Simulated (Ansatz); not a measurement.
Zinc-blende InN (metastable phase) was calculated with PBEsol (PAW; Ansatz, a quantum-chemistry and plane-wave program).

Numerical settings: plane-wave cutoff 520 eV, 12×12×12 k mesh, Fermi–Dirac smearing 0.01 eV, scalar-relativistic PAW data made under PBE.

Pressure at four volumes; x = ln(V/15.498 Å³). One pressure is withheld.

| V (Å³/atom) | x | P (GPa) |
|---|---|---|
| 14.568 | -0.0619 | ? |
| 14.878 | -0.0408 | 6.08 |
| 15.498 | 0.0000 | 0.00 |
| 16.427 | 0.0582 | -6.89 |

Question: Pass a parabola P(x) through the three rows shown, estimate the bulk modulus and its pressure derivative near zero pressure, and predict the withheld pressure.

Answer: Slopes between the rows: (0.00 − (6.08))/(0.0000 − (-0.0408)) = -149.02 and (-6.89 − (0.00))/(0.0582 − (0.0000)) = -118.38 GPa. Their difference over the span 0.0990 is c = 30.64/0.0990 = 309.5 GPa, so P(x) = 6.08 + (-149.02)(x − (-0.0408)) + 309.5 (x − (-0.0408))(x − (0.0000)). At the middle row B = −dP/dx = −[-149.02 + 309.5 × 0.0408] = 136.4 GPa, and B′ = dB/dP = 2c/B = 4.5. At x = -0.0619 the parabola gives 9.63 GPa; the run gives 9.67 GPa. The Birch–Murnaghan fit to the energies at all volumes has B0 = 135 GPa and B′ = 4.6.

Note: this level leaves the solid without a gap, although one is measured.

Spin–orbit coupling is not included.
